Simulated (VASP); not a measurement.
# SnO2 (P4_2/mnm) in VASP: notebook

Runs on SnO2. Level: PBEsol. Tasks: relaxation of cell and atoms.

All numbers are computed with VASP 6.6.1; they aren't measurements. Logs are shortened: lines on timing, memory, paths and dates and some standing lists are left out, and cuts for length are marked.

### Step 1. The crystal as given

It takes space group P4_2/mnm (No. 136, tetragonal). Conventional cell: a = 4.738 Å, b = 4.738 Å, c = 3.187 Å, α = 90.00°, β = 90.00°, γ = 90.00°. Sn (site symmetry mmm) has 6 O at 2.05 to 2.06 Å as nearest neighbours. O (site symmetry m2m) is surrounded by 3 Sn at 2.05 to 2.06 Å.

### Step 2. Relaxation of cell and atoms, PBEsol

Input file INCAR:

```
SYSTEM = SnO2
PREC = Accurate
ENCUT = 600
EDIFF = 1E-6
ISMEAR = 0
SIGMA = 0.03
LREAL = .False.
LASPH = .True.
NELM = 80
ALGO = Normal
ISIF = 3
LWAVE = .False.
LCHARG = .False.
GGA = PS
IBRION = 2
NSW = 90
EDIFFG = -0.01
KPAR = 4
```

Input file KPOINTS:

```
regular mesh
0
Gamma
  6 6 8
  0 0 0
```

Input file POSCAR:

```
SnO2
1.0
    4.7380000000      0.0000000000      0.0000000000
    0.0000000000      4.7380000000      0.0000000000
    0.0000000000      0.0000000000      3.1865000000
Sn O
2 4
Direct
    0.0000000000      0.0000000000      0.0000000000
    0.5000000000      0.5000000000      0.5000000000
    0.3071000000      0.3071000000      0.0000000000
    0.1929000000      0.8071000000      0.5000000000
    0.6929000000      0.6929000000      0.0000000000
    0.8071000000      0.1929000000      0.5000000000
```

Potentials or basis: VASP PAW PBE potentials, release 64 (Sn_d, O).

Launch:

```
cat potpaw_PBE.64/Sn_d/POTCAR potpaw_PBE.64/O/POTCAR > POTCAR
mpirun -np 4 vasp_std > vasp.out
```

OUTCAR:

```text
SYSTEM = SnO2
   PREC = Accurate
   ENCUT = 600
   EDIFF = 1E-6
   ISMEAR = 0
   LREAL = .False.
   LASPH = .True.
   NELM = 80
   ISIF = 3
   GGA = PS
   IBRION = 2
   NSW = 90
   EDIFFG = -0.01

 ion  position               nearest neighbor table
   1  0.000  0.000  0.000-   4 2.05   6 2.05   4 2.05   6 2.05   5 2.06   3 2.06   2 3.71   2 3.71
                             2 3.71   2 3.71   2 3.71   2 3.71   2 3.71   2 3.71
   2  0.500  0.500  0.500-   3 2.05   5 2.05   3 2.05   5 2.05   4 2.06   6 2.06   1 3.71   1 3.71
                             1 3.71   1 3.71   1 3.71   1 3.71   1 3.71   1 3.71
   3  0.307  0.307  0.000-   2 2.05   2 2.05   1 2.06
   4  0.193  0.807  0.500-   1 2.05   1 2.05   2 2.06
   5  0.693  0.693  0.000-   2 2.05   2 2.05   1 2.06
   6  0.807  0.193  0.500-   1 2.05   1 2.05   2 2.06

  LATTYP: Found a simple tetragonal cell.
 ALAT       =     4.7380000000
 C/A-ratio  =     0.6725411566

  Lattice vectors:

 A1 = (   4.7380000000,   0.0000000000,   0.0000000000)
 A2 = (   0.0000000000,   4.7380000000,   0.0000000000)
 A3 = (   0.0000000000,   0.0000000000,   3.1865000000)

Analysis of symmetry for initial positions (statically):
=====================================================================
 Subroutine PRICEL returns:
 Original cell was already a primitive cell.

 Routine SETGRP: Setting up the symmetry group for a
 simple tetragonal supercell.

 Subroutine GETGRP returns: Found 16 space group operations
 (whereof  8 operations were pure point group operations)
 out of a pool of 16 trial point group operations.

The static configuration has the point symmetry D_2h.
 The point group associated with its full space group is D_4h.

Analysis of symmetry for dynamics (positions and initial velocities):
=====================================================================
 Subroutine PRICEL returns:
 Original cell was already a primitive cell.

 Routine SETGRP: Setting up the symmetry group for a
 simple tetragonal supercell.

 Subroutine GETGRP returns: Found 16 space group operations
 (whereof  8 operations were pure point group operations)
 out of a pool of 16 trial point group operations.

The dynamic configuration has the point symmetry D_2h.
 The point group associated with its full space group is D_4h.

[... 106 lines left out ...]
   EDIFF  = 0.1E-05   stopping-criterion for ELM
   LREAL  =      F    real-space projection
   EDIFFG = -.1E-01   stopping-criterion for IOM
   NSW    =     90    number of steps for IOM
   IBRION =      2    ionic relax: 0-MD 1-quasi-New 2-CG
   NFREE  =      1    steps in history (QN), initial steepest desc. (CG)
   ISIF   =      3    stress and relaxation
   ISYM   =      2    0-nonsym 1-usesym 2-fastsym
   POTIM  = 0.5000    time-step for ionic-motion
   TEBEG  =    0.0;   TEEND  =   0.0 temperature during run
   PSTRESS=    0.0 pullay stress
   NELECT =      52.0000    total number of electrons
   NUPDOWN=      -1.0000    fix difference up-down
   EMIN   =  10.00;   EMAX   =-10.00  energy-range for DOS
   EFERMI =   0.00;   METHOD = LEGACY
   ISMEAR =     0;   SIGMA  =   0.03  broadening in eV -4-tet -1-fermi 0-gaus
   EFERMI_NEDOS =   21; number of points for ismear=-14 and -15
   IALGO  =     38    algorithm
   IMIX   =      4    mixing-type and parameters
     AMIX     =   0.40;   BMIX     =  1.00
     AMIX_MAG =   1.60;   BMIX_MAG =  1.00
  volume/ion in A,a.u.               =      11.92        80.45
  Fermi-wavevector in a.u.,A,eV,Ry     =   1.472000  2.781677 29.480903  2.166785
  Thomas-Fermi vector in A             =   2.587068
   LORBIT       =      0    0 simple, 1 ext, 2 COOP (PROOUT), +10 PAW based schemes
   GGA     = PS    functional components
   LHFCALC =     F    Hartree Fock is set to
   AEXX    =    0.0000 exact exchange contribution
   IVDW    =     0    specifies the selected vdW correction
   LEPSILON=     F    determine dielectric tensor
   LRPA    =     F    only Hartree local field effects (RPA)
 conjugate gradient relaxation of ions
 non-spin polarized calculation
 Gauss-broadening in eV      SIGMA  =   0.03
  energy-cutoff  :      600.00
  volume of cell :       71.53
 maximum number of plane-waves:      2409
 NGX is ok and might be reduce to    40
   NGX = 19   NGY = 19   NGZ = 13

--------------------------------------- Ionic step        1  -------------------------------------------

 number of electron      52.0000000 magnetization

 Free energy of the ion-electron system (eV)
  ---------------------------------------------------
  ext. energy  EPLUGINS =         0.00000000
  ---------------------------------------------------
  free energy    TOTEN  =       -39.64548099 eV

  energy without entropy =      -39.64548099  energy(sigma->0) =      -39.64548099

------------------------ aborting loop because EDIFF is reached ----------------------------------------

  FORCE on cell =-STRESS in cart. coord.  units (eV):
  Direction    XX          YY          ZZ          XY          YZ          ZX
  --------------------------------------------------------------------------------------
  -------------------------------------------------------------------------------------
  Total        2.0014030      2.0014030      3.0109737     -0.0000000      0.0000000      0.0000000
  in kB       44.8271462     44.8271462     67.4393696     -0.0000000      0.0000000      0.0000000
  external PRESSURE =      52.3645540 kB  Pullay stress =       0.0000000 kB
[... 147 lines left out ...]
--------------------------------------- Ionic step        5  -------------------------------------------

 number of electron      52.0000006 magnetization

 Free energy of the ion-electron system (eV)
  ---------------------------------------------------
  ext. energy  EPLUGINS =         0.00000000
  ---------------------------------------------------
  free energy    TOTEN  =       -39.67572281 eV

  energy without entropy =      -39.67572281  energy(sigma->0) =      -39.67572281

 E-fermi :   5.9323     XC(G=0): -11.4148

 val. band max:        5.7507065630   @ k =   0.0000   0.0000   0.0000
 cond. band min:       6.6382341605   @ k =   0.0000   0.0000   0.0000
 fundamental gap:      0.8875275976
 Fermi energy:         5.9323341433

 k-point     1 :       0.0000    0.0000    0.0000
  band No.  band energies     occupation
      1     -15.2475      2.00000
      2     -14.5010      2.00000
      3     -14.2631      2.00000
      4     -14.2379      2.00000
      5     -14.2379      2.00000
      6     -14.1705      2.00000
[... 805 lines left out ...]
     30      14.1899      0.00000
     31      14.9230      0.00000

 [... further k-points ...]
[... 5 lines left out ...]
  --------------------------------------------------------------------------------------
  -------------------------------------------------------------------------------------
  Total        0.0296224      0.0296224      0.0043473     -0.0000000      0.0000000      0.0000000
  in kB        0.6483001      0.6483001      0.0951435     -0.0000000      0.0000000      0.0000000
  external PRESSURE =       0.4639145 kB  Pullay stress =       0.0000000 kB
[... 21 lines left out ...]
  FREE ENERGIE OF THE ION-ELECTRON SYSTEM (eV)
  ---------------------------------------------------
  free  energy   TOTEN  =       -39.6757228105 eV

  energy  without entropy=      -39.6757228105  energy(sigma->0) =      -39.67572281

 reached required accuracy - stopping structural energy minimisation
```

OSZICAR:

```text
N       E                     dE             d eps       ncg     rms          rms(c)
DAV:   1     0.691312056547E+03    0.69131E+03   -0.28511E+04  3332   0.285E+03
DAV:   2     0.614697490138E+02   -0.62984E+03   -0.60605E+03  3494   0.736E+02
[... 40 lines left out ...]
   4 F= -.39675650E+02 E0= -.39675650E+02  d E =-.301690E-01
       N       E                     dE             d eps       ncg     rms          rms(c)
DAV:   1    -0.396757986108E+02   -0.14767E-03   -0.14445E-02  3128   0.851E-01    0.649E-02
DAV:   2    -0.396757561014E+02    0.42509E-04   -0.30528E-04  4380   0.185E-01    0.383E-02
DAV:   3    -0.396757226075E+02    0.33494E-04   -0.29309E-05  4645   0.779E-02    0.540E-03
DAV:   4    -0.396757228105E+02   -0.20296E-06   -0.82971E-06  3735   0.210E-02
   5 F= -.39675723E+02 E0= -.39675723E+02  d E =-.728391E-04
```

Run time: 3.3 min. Hardware: 4 MPI ranks of Intel Xeon Platinum 8375C at 2.90GHz (Ice Lake), shared host; peak memory 0.28 GiB.

What came out:

```
Free energy                            : -39.6757 eV
Relaxed volume                         : 12.20 Å³/atom
Relaxed cell                           : a = 4.771 Å, b = 4.771 Å, c = 3.217 Å, α = 90.00°, β = 90.00°, γ = 90.00°
Space group after relaxing (to 0.05 Å) : P4_2/mnm (No. 136)
Energy gained by relaxing              : 5.0 meV/atom
Ionic steps                            : 5
Pressure after relaxing                : 0.0 GPa
Largest force after relaxing           : 0.008 eV/Å
Band gap on the k mesh                 : 0.89 eV, direct
```

Forces on the atoms (eV/Å):
```
Sn   0.000  0.000  0.000
Sn   0.000  0.000  0.000
O   -0.006 -0.006  0.000
O    0.006 -0.006  0.000
O    0.006  0.006  0.000
O   -0.006  0.006  0.000
```

The path:
```csv
step,energy change (eV),largest force (eV/Å),pressure (GPa),volume (Å³)
1,0.0000,0.2277,5.24,71.53
2,0.0238,0.2179,-6.26,75.64
3,-0.0302,0.0171,-0.05,73.24
4,-0.0302,0.0212,0.10,73.21
5,-0.0302,0.0080,0.05,73.21
```

Final structure:
```yaml
crystal:
  lattice:
    - [4.77064, 0.00000, 0.00000]
    - [0.00000, 4.77064, 0.00000]
    - [0.00000, 0.00000, 3.21664]
  atoms:
    - { symbol: Sn, position: [0.00000, 0.00000, 0.00000] }
    - { symbol: Sn, position: [0.50000, 0.50000, 0.50000] }
    - { symbol: O, position: [0.30630, 0.30630, 0.00000] }
    - { symbol: O, position: [0.19370, 0.80630, 0.50000] }
    - { symbol: O, position: [0.69370, 0.69370, 0.00000] }
    - { symbol: O, position: [0.80630, 0.19370, 0.50000] }
```

Levels at points of the mesh, in eV from the valence-band top:
| k point | band 22 | band 23 | band 24 | band 25 | band 26 | band 27 | band 28 | band 29 | band 30 | band 31 |
| --- | --- | --- | --- | --- | --- | --- | --- | --- | --- | --- |
| (0.00, 0.00, 0.00) | -1.27 | -1.27 | -0.78 | -0.78 | 0.00 | 0.89 | 5.82 | 6.02 | 6.02 | 10.15 |
| (0.50, 0.00, 0.00) | -1.98 | -1.23 | -1.23 | -0.63 | -0.63 | 4.11 | 4.11 | 6.78 | 6.78 | 10.62 |
| (0.50, 0.50, 0.00) | -1.98 | -1.35 | -1.35 | -0.89 | -0.89 | 4.50 | 4.50 | 7.21 | 7.21 | 10.67 |
| (0.00, 0.00, 0.50) | -2.65 | -1.64 | -1.64 | -1.24 | -1.24 | 5.84 | 5.84 | 9.42 | 9.42 | 10.33 |
| (0.50, 0.00, 0.50) | -1.74 | -1.08 | -1.08 | -0.73 | -0.73 | 6.12 | 6.12 | 7.72 | 7.72 | 10.66 |
| (0.50, 0.50, 0.50) | -2.44 | -0.96 | -0.96 | -0.82 | -0.82 | 4.53 | 4.53 | 8.60 | 8.60 | 10.66 |

Caveat: the PAW data sets were made with another functional, which shifts forces and pressure a little; spin-orbit coupling is left out, which moves the levels of the heavy elements.

### Step 3. Relaxation of cell and atoms, PBEsol

This run uses another cell than the first one, of 12.20 Å³/atom, 1.023 times its volume.

Changes to INCAR since step 2:

```diff
@@ -3,3 +3,3 @@
 ENCUT = 600
-EDIFF = 1E-6
+EDIFF = 1E-7
 ISMEAR = 0
@@ -16,3 +16,3 @@
 NSW = 90
-EDIFFG = -0.01
+EDIFFG = -0.005
 KPAR = 4
```

KPOINTS is that of step 2.

Input file POSCAR:

```
SnO2                                    
1.0
    4.7706380562      0.0000000000      0.0000000000
   -0.0000000000      4.7706380562      0.0000000000
    0.0000000000      0.0000000000      3.2166385029
  Sn              O             
     2     4
Direct
     1.0000000000000000    0.0000000000000000    1.0000000000000000
     0.5000000000000000    0.5000000000000000    0.5000000000000000
     0.3063031673231308    0.3063031673231308    0.0000000000000000
     0.1936968326768692    0.8063031673231308    0.5000000000000000
     0.6936968326768692    0.6936968326768692    0.0000000000000000
     0.8063031673231308    0.1936968326768692    0.5000000000000000
```

Potentials or basis: VASP PAW PBE potentials, release 64 (Sn_d, O).

Launch:

```
cat potpaw_PBE.64/Sn_d/POTCAR potpaw_PBE.64/O/POTCAR > POTCAR
mpirun -np 4 vasp_std > vasp.out
```

Wall time 1.9 min (4 MPI ranks of Intel Xeon Platinum 8375C at 2.90GHz (Ice Lake), shared host); peak memory 0.28 GiB.

The run converged. Its results:

```
Free energy                            : -39.6795 eV
Relaxed volume                         : 12.20 Å³/atom
Relaxed cell                           : a = 4.771 Å, b = 4.771 Å, c = 3.217 Å, α = 90.00°, β = 90.00°, γ = 90.00°
Space group after relaxing (to 0.05 Å) : P4_2/mnm (No. 136)
Energy gained by relaxing              : 0.0 meV/atom
Ionic steps                            : 3
Pressure after relaxing                : 0.0 GPa
Band gap on the k mesh                 : 0.88 eV, direct
```

Final structure:
```cif
data_structure
_symmetry_space_group_name_H-M 'P 1'
_symmetry_Int_Tables_number 1
_cell_length_a 4.7714
_cell_length_b 4.7714
_cell_length_c 3.2166
_cell_angle_alpha 90.000
_cell_angle_beta 90.000
_cell_angle_gamma 90.000
_cell_volume 73.23
loop_
_atom_site_label
_atom_site_type_symbol
_atom_site_fract_x
_atom_site_fract_y
_atom_site_fract_z
_atom_site_occupancy
Sn1 Sn 0.00000 0.00000 0.00000 1
Sn2 Sn 0.50000 0.50000 0.50000 1
O1 O 0.30626 0.30626 0.00000 1
O2 O 0.19374 0.80626 0.50000 1
O3 O 0.69374 0.69374 0.00000 1
O4 O 0.80626 0.19374 0.50000 1
```

Levels at points of the mesh, in eV from the valence-band top:
```tsv
k point	band 24	band 25	band 26	band 27	band 28	band 29
(0.00, 0.00, 0.00)	-0.78	-0.78	0.00	0.88	5.82	6.02
(0.50, 0.00, 0.00)	-1.23	-0.63	-0.63	4.10	4.10	6.78
(0.50, 0.50, 0.00)	-1.35	-0.89	-0.89	4.50	4.50	7.21
(0.00, 0.00, 0.50)	-1.64	-1.24	-1.24	5.84	5.84	9.42
(0.50, 0.00, 0.50)	-1.08	-0.73	-0.73	6.12	6.12	7.71
(0.50, 0.50, 0.50)	-0.96	-0.82	-0.82	4.52	4.52	8.60
```

Caveat: the PAW data sets were made with another functional, which shifts forces and pressure a little; spin-orbit coupling is left out, which moves the levels of the heavy elements.

(Part 1 of 2 ends here.)
